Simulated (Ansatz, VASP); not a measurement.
## Ge in VASP and in Ansatz

The input INCAR:

```
PREC = Accurate
ENCUT = 520
EDIFF = 1E-6
ISMEAR = -1
SIGMA = 0.05
LREAL = False
LASPH = True
NELM = 80
ALGO = Normal
ISIF = 2
LWAVE = False
LCHARG = False
GGA = PS
NBANDS = 21
```

KPOINTS

```
Automatic mesh
0
Gamma
  11 11 11
```

Contents of POSCAR:

```
Ge
1.0
   -2.4958980000      2.6508630000      1.4369470000
    2.4958980000     -2.6508630000      1.4369470000
    2.4958980000      2.6508630000     -1.4369470000
Ge
2
Direct
    0.3140570000      0.0640570000      0.2500000000
    0.6859430000      0.9359430000      0.7500000000
```

input.yaml

```yaml
crystal:
  lattice:
    - [-2.495898, 2.650863, 1.436947]
    - [2.495898, -2.650863, 1.436947]
    - [2.495898, 2.650863, -1.436947]
  atoms:
    - { symbol: Ge, position: [0.314057, 0.064057, 0.25] }
    - { symbol: Ge, position: [0.685943, 0.935943, 0.75] }
kpoints:
  mp_grid: { grid: [11, 11, 11] }
scf:
  occupations: { method: fermi_dirac, width: 0.05 }
hamiltonian:
  xc: pbesol
  pseudopotentials: { kind: all_electron, lapw: { basis_error: 0.001 } }
output:
  forces: true
  stress: true
  eigenvalues: true
  populations: true
```

This isn't the form of Ge at room conditions, which is diamond.

Alike in both runs: task single point; functional PBEsol; k mesh 11 × 11 × 11; occupations fermi-dirac, width 0.05 eV; no spin polarisation.

```csv
,VASP,Ansatz
version,VASP 6.6.1,Ansatz 0.2.0
potentials or method,"VASP PAW PBE potentials, release 64 (Ge_d)","all-electron LAPW, scalar-relativistic"
plane-wave cutoff (eV),520,see its input
```

Ansatz gave:

```
gap on the k mesh at the Fermi level (eV)       : none
pressure (GPa)                                  : -2.5
largest component of the traceless stress (GPa) : 1.17
rms of the force components (eV/Å)              : 0.034
```

Task: Estimate VASP's values.

Result: gap on the k mesh at the Fermi level (eV): none; pressure (GPa): -2.6; largest component of the traceless stress (GPa): 1.17; rms of the force components (eV/Å): 0.034.

Atom by atom the forces differ by 0.000 eV/Å (rms over components). A gap of «none» marks a metal or a gap that the smearing closes. Ansatz ran all-electron here, so the differences hold the error of VASP's frozen core and of both bases.

Caveats: the PAW data sets were made with another functional, which shifts forces and pressure a little (VASP).
